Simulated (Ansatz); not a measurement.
# Hf: the cost of one run

Computed with Ansatz 0.2.0 (DFT PBE, scalar-relativistic, unless a step's input says otherwise).

## (1) The structure to begin with

It takes space group Fm-3m (No. 225, cubic). Conventional cell: a = 4.440 Å, b = 4.440 Å, c = 4.440 Å, α = 90.00°, β = 90.00°, γ = 90.00°. Hf (site symmetry m-3m) is surrounded by 12 Hf at 3.14 Å.

Coordinates:

```cif
data_structure
_symmetry_space_group_name_H-M 'P 1'
_symmetry_Int_Tables_number 1
_cell_length_a 3.1396
_cell_length_b 3.1396
_cell_length_c 3.1396
_cell_angle_alpha 60.000
_cell_angle_beta 60.000
_cell_angle_gamma 60.000
_cell_volume 21.88
loop_
_atom_site_label
_atom_site_type_symbol
_atom_site_fract_x
_atom_site_fract_y
_atom_site_fract_z
_atom_site_occupancy
Hf1 Hf 0.00000 0.00000 0.00000 1
```

## (2) After the deformation

Space group Fm-3m before, I4/mmm after.

## (3) Full-potential LAPW

The input, input.yaml:

```yaml
crystal:
  lattice:
    - [0.0, 2.22, 2.2644]
    - [2.22, 0.0, 2.2644]
    - [2.22, 2.22, 0.0]
  atoms:
    - { symbol: Hf, position: [0.0, 0.0, 0.0] }
kpoints:
  mp_grid: { grid: [13, 13, 13] }
  band_path:
    path:
      - [0.0, 0.0, 0.0]
      - [0.0, 0.5, 0.5]
      - [0.25, 0.75, 0.5]
      - [0.0, 0.5, 0.0]
      - [0.0, 0.0, 0.0]
      - [0.5, 0.5, 0.0]
      - [0.3701460977, 0.6298539023, 0.0]
      - [-0.3701460977, 0.3701460977, 0.0]
      - [0.0, 0.0, 0.0]
    npoints: 5
scf:
  occupations: { method: fermi_dirac, width: 0.03 }
hamiltonian:
  xc: pbe
  pseudopotentials: { kind: all_electron, lapw: { basis_error: 0.001 } }
output:
  forces: true
  stress: true
  eigenvalues: true
```

Command:

```bash
ansatz run input.yaml --threads 1 --pin off --max-ram 3072MiB --backend cpu --events-out ev --progress --plain --runs-dir out
```

Q: Estimate wall time and peak memory on 1 thread of Intel Xeon 6975P-C (Granite Rapids), shared host.

About 10 s, with a peak of 0.4 GiB.
